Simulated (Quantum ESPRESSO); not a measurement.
TaN:

```xyz
2
Lattice="0.0000 2.2113 2.2113 2.2113 0.0000 2.2113 2.2113 2.2113 0.0000" Properties=species:S:1:pos:R:3 pbc="T T T"
Ta    2.2113    2.2113    2.2113
N     0.0000    0.0000    0.0000
```

The cell comes from a database or a generator and needn't be the stable form of this composition.

Base run:

| Quantity | Value |
| --- | --- |
| Program | Quantum ESPRESSO 7.5 |
| Functional | PBE |
| Potentials or basis | SG15 PBE 1.2 |
| Cutoff | 1197 eV |
| Density cutoff | 4789 eV |
| k mesh | 10 × 10 × 10 |
| Occupations | fermi-dirac, width 0.05 eV |
| Spin | no spin polarisation |

Its results: band gap on the k mesh none (metal or under the smearing width); pressure -1.5 GPa.

Task: After a change of settings the same cell gave: band gap on the k mesh none (metal or under the smearing width); pressure -2.1 GPa. Which change was it?
A. functional from PBE to SCAN; k mesh from 10 × 10 × 10 to 8 × 8 × 8
B. functional from PBE to LDA
C. functional from PBE to revPBE
D. functional from PBE to PW91

Result: D.

Caveats: spin-orbit coupling is left out, which moves the levels of the heavy elements; the potentials were made for another functional, which shifts forces and pressure (some runs).
